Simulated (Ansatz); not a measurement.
# Electrons against holes in LiBr (computed with Ansatz 0.2.0)

Space group Fm-3m (No. 225), 2 atoms in the cell of the first input below: a = 3.881 Å, b = 3.881 Å, c = 3.881 Å, α = 60.00°, β = 60.00°, γ = 60.00°.

The structure is a measured one, not always of the ambient phase, taken without relaxation (pressure -1.1 GPa with this functional, without spin–orbit coupling). Functional: PBEsol.

Spin–orbit coupling is left out. Kohn–Sham gap between the band edges found on a fine mesh: 4.79 eV.

Levels at points 0.012 Å⁻¹ about the band edges give the masses:

```yaml
crystal:
  lattice:
    - [0.0, 2.7445003033, 2.7445003033]
    - [2.7445003033, 0.0, 2.7445003033]
    - [2.7445003033, 2.7445003033, 0.0]
  atoms:
    - { symbol: Li, position: [0.0, 0.0, 0.0] }
    - { symbol: Br, position: [0.5, 0.5, 0.5] }
basis:
  ecutwfc: 420
  ecutrho_ratio: 4
kpoints:
  mp_grid: { grid: [10, 10, 10] }
hamiltonian:
  xc: pbesol
scf:
  occupations: { method: gaussian, width: 0.05 }
output:
  forces: true
  stress: true
  eigenvalues: true
  eigenstates:
    kpoints:
      - [0.0, 0.05, -0.05]
      - [0.0, 0.055241609, -0.044758391]
      - [0.0, 0.044758391, -0.055241609]
      - [0.005241609, 0.05, -0.044758391]
      - [-0.005241609, 0.05, -0.055241609]
      - [0.005241609, 0.055241609, -0.05]
      - [-0.005241609, 0.044758391, -0.05]
      - [0.003706378, 0.053706378, -0.042587245]
      - [-0.003706378, 0.046293622, -0.057412755]
      - [0.003706378, 0.057412755, -0.046293622]
      - [-0.003706378, 0.042587245, -0.053706378]
      - [0.007412755, 0.053706378, -0.046293622]
      - [-0.007412755, 0.046293622, -0.053706378]
      - [0.006052489, 0.056052489, -0.043947511]
      - [-0.006052489, 0.043947511, -0.056052489]
      - [0.0, 0.0, 0.0]
      - [0.0, 0.005241609, 0.005241609]
      - [0.0, -0.005241609, -0.005241609]
      - [0.005241609, 0.0, 0.005241609]
      - [-0.005241609, 0.0, -0.005241609]
      - [0.005241609, 0.005241609, 0.0]
      - [-0.005241609, -0.005241609, 0.0]
      - [0.003706378, 0.003706378, 0.007412755]
      - [-0.003706378, -0.003706378, -0.007412755]
      - [0.003706378, 0.007412755, 0.003706378]
      - [-0.003706378, -0.007412755, -0.003706378]
      - [0.007412755, 0.003706378, 0.003706378]
      - [-0.007412755, -0.003706378, -0.003706378]
      - [0.006052489, 0.006052489, 0.006052489]
      - [-0.006052489, -0.006052489, -0.006052489]
    de_dk: true
    e_range: [-2.995760506665, 2.994494410568]
```

```bash
ansatz run input.yaml --threads 4 --pin off --max-ram 9216MiB --backend cpu --events-out ev --progress --plain --runs-dir out
```

Time: 0.65 s on 4 threads of Arm Neoverse V2 (shared host), peak memory 0.29 GiB.

Edges at k = (0.000, 0.050, -0.050) and (0.000, 0.000, 0.000); masses in electron masses along fixed Cartesian directions (which need not be the axes of a valley), negative for hole-like bands, for at most the three nearest levels of the same spin at these k-points, within 0.3 eV:

```tsv
edge	band	from the edge (meV)	degeneracy	x	y	z	111
valence	1	0	1	-1.528	-0.928	-0.928	-0.608
conduction	1	0	1	0.336	0.336	0.336	0.337
```

These curvatures agree with the slopes at the same points. They hold at the edge alone, and further out the bands need not be parabolic.

Masses are left out for further valence bands: a band curves the other way along some direction. Levels left out at the same k lie 73 meV under the valence edge, 263 meV under the valence edge.

The states of the whole zone with their velocity products:

```yaml
crystal:
  lattice:
    - [0.0, 2.7445003033, 2.7445003033]
    - [2.7445003033, 0.0, 2.7445003033]
    - [2.7445003033, 2.7445003033, 0.0]
  atoms:
    - { symbol: Li, position: [0.0, 0.0, 0.0] }
    - { symbol: Br, position: [0.5, 0.5, 0.5] }
basis:
  ecutwfc: 420
  ecutrho_ratio: 4
kpoints:
  mp_grid: { grid: [10, 10, 10] }
hamiltonian:
  xc: pbesol
scf:
  occupations: { method: gaussian, width: 0.05 }
output:
  forces: true
  stress: true
  eigenvalues: true
  states_by_energy: { minimum_broadening: 0.025 }
```

```bash
ansatz run input.yaml --threads 4 --pin off --max-ram 9216MiB --backend cpu --events-out ev --progress --plain --runs-dir out
```

Time: 20 s on 4 threads of Arm Neoverse V2 (shared host), peak memory 0.71 GiB.

From that table, at a constant relaxation time τ with Fermi–Dirac weights and rigid bands:

```tsv
T (K)	doping (cm⁻³)	μ − E_F (eV)	σ_xx/τ (10²⁰/Ω m s)	S_xx (μV/K)	Lorenz (10⁻⁸ V²/K²)	ħω_p,xx (eV)
300	n 1e19	2.429	0.00792	-171	1.98	0.197
300	p 1e19	-2.285	0.00203	547	1.59	0.100
300	n 1e20	2.609	0.0729	-49	2.33	0.597
300	p 1e20	-2.346	0.0202	350	1.61	0.315
300	n 1e21	3.146	0.549	-34	2.53	1.639
300	p 1e21	-2.420	0.196	158	1.82	0.979
600	n 1e19	2.386	0.00765	-253	1.89	0.194
600	p 1e19	-2.131	0.00192	624	1.69	0.097
600	n 1e20	2.598	0.0715	-94	2.16	0.591
600	p 1e20	-2.252	0.0191	426	1.70	0.306
600	n 1e21	3.129	0.549	-61	2.70	1.639
600	p 1e21	-2.383	0.189	232	1.79	0.961
```

A solid of this composition melts, sublimes or decomposes by about 820 K (handbook value), so the run's rows at 900 K, above that, are left out.

Question: Which of the dopings listed at 300 K has the largest power factor S²σ/τ along x?

Answer: n 1e19: 0.23, p 1e19: 0.61, n 1e20: 0.17, p 1e20: 2.5, n 1e21: 0.63, p 1e21: 4.9 (10¹¹ W/m K² s), so p 1e21 cm⁻³, if τ is the same for all.

Question: What conductivity mass along x follows from the plasma energy at 1e19 electrons per cm³ and 300 K, and how does it compare with the band-edge mass?

Answer: (ħω_p)² = ħ² n e²/(ε0 m) gives m = 0.356, against 0.336 at the edge: the two agree within a tenth.

Caveats: changes of phase at these temperatures weren't checked; crystals with gaps this wide can seldom be doped to such densities with both signs of carrier, so the rows show what the bands would give; no scattering is computed, and the gap isn't corrected; spin–orbit coupling, left out, splits the Br p valence bands by some tenths of an eV, so hole masses, degeneracies and p rows are those of the unsplit bands.
